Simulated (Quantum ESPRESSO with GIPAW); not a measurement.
# SiO2 (Quartz): how strain moves the 17O line

GIPAW runs (PBEsol, plane-wave PAW from pslibrary 1.0.0 recipes, cutoffs 55 and 330 Ry, one 5×5×4 mesh for all shielding runs; Quantum ESPRESSO with GIPAW, a patched development version; no spin-orbit coupling, no macroscopic shape term) on SiO2 (Quartz), space group P3_121 before straining. The cell below is strained equally along all axes, and the atoms are relaxed in pw.x at each strain, zero included.

```
Si O
1.0
     4.91580    0.00000    0.00000
    -2.45790    4.25721    0.00000
     0.00000    0.00000    5.40910
Si O
3 6
Direct
  0.46663 0.46663 0.00000
  0.00000 0.53337 0.66667
  0.53337 0.00000 0.33333
  0.86160 0.27283 0.44767
  0.72717 0.58876 0.78101
  0.41124 0.13840 0.11434
  0.27283 0.86160 0.55233
  0.58876 0.72717 0.21899
  0.13840 0.41124 0.88566
```

The cell is an entry of the Crystallography Open Database.

The bonds are those of O (atom 4; bridging Si-O-Si, 142°). One row is withheld. 1 further strain gave no sound result and is left out.

| strain (%) | mean bond (Å) | σ_iso Si (ppm) | σ_iso O (ppm) | span O (ppm) |
| --- | --- | --- | --- | --- |
| -2 | 1.6190 | 419.25 | 196.63 | 67.9 |
| -1.5 | 1.6197 | 420.68 | 197.93 | 69.8 |
| -1 | 1.6204 | ? | ? | ? |
| 0 | 1.6211 | 425.39 | 201.57 | 75.3 |
| +1 | 1.6217 | 428.78 | 203.66 | 78.9 |
| +2 | 1.6221 | 432.60 | 205.63 | 82.3 |

**Task.** Fit σ_iso of O against strain, judge whether a straight line is enough, and predict the withheld row at -1 %.

1. With n = 5: Σx = -0.500, Σy = 1005.42, Σx² = 11.2500, Σxy = -75.235.

2. Slope b = (nΣxy − ΣxΣy)/(nΣx² − (Σx)²) = 2.26 ppm per %, intercept a = (Σy − bΣx)/n = 201.31 ppm.

3. Residuals (run less line), in the order of the table: -0.16, +0.01, +0.26, +0.09, -0.20 ppm. They bend in one sense; the largest is 2.9 % of the range of σ, so a quadratic term is needed: σ = 201.55 + 2.248 x − 0.105 x², with residuals of 0.03 ppm or less.

4. At -1 % (inside the fitted range) the line gives 199.05 ppm and the parabola 199.19 ppm.

5. The run gives:

| strain (%) | mean bond (Å) | σ_iso Si (ppm) | σ_iso O (ppm) | span O (ppm) |
| --- | --- | --- | --- | --- |
| -1 | 1.6204 | 422.17 | 199.14 | 71.7 |

Prediction less run: the line misses by -0.09 ppm, the parabola by +0.05 ppm. By the parabola, a strain of +1 % changes σ of O by +2.14 ppm and one of −1 % by -2.35 ppm; the mean slope is +2.26 ppm per %. The shift moves the opposite way, scaled by the slope of a reference line. Over the table σ of Si goes from 419.25 to 432.60 ppm. Zero strain is the database's lattice with relaxed atoms, not this functional's rest cell, and neither cutoff nor mesh was tested for the slopes. The omitted shape term, common to all sites, changes with strain too. This build of gipaw.x prints that it is not audited and that its numbers are no references by themselves. The relaxations ran on cheaper settings and stop at small residual forces, which adds noise that small residuals can't be told from. 17O is quadrupolar, so a real line also moves with the field gradient, which is not computed here. pw.x warned of eigenvalues not converged in some cycles of these runs, which then met the threshold.

[Banner, clock, file and message-heading lines were taken out of the pw.x and gipaw.x logs.]

[Logs are printed without paths, hosts, clocks, repeated set-up lines and the standing remarks that a program may print on its own settings, such as how far it seeks lower states.]

[Hosts, paths, dates, database ids (printed as entryN), source tags and the programs' standing remarks are cut or masked in the printed files.]
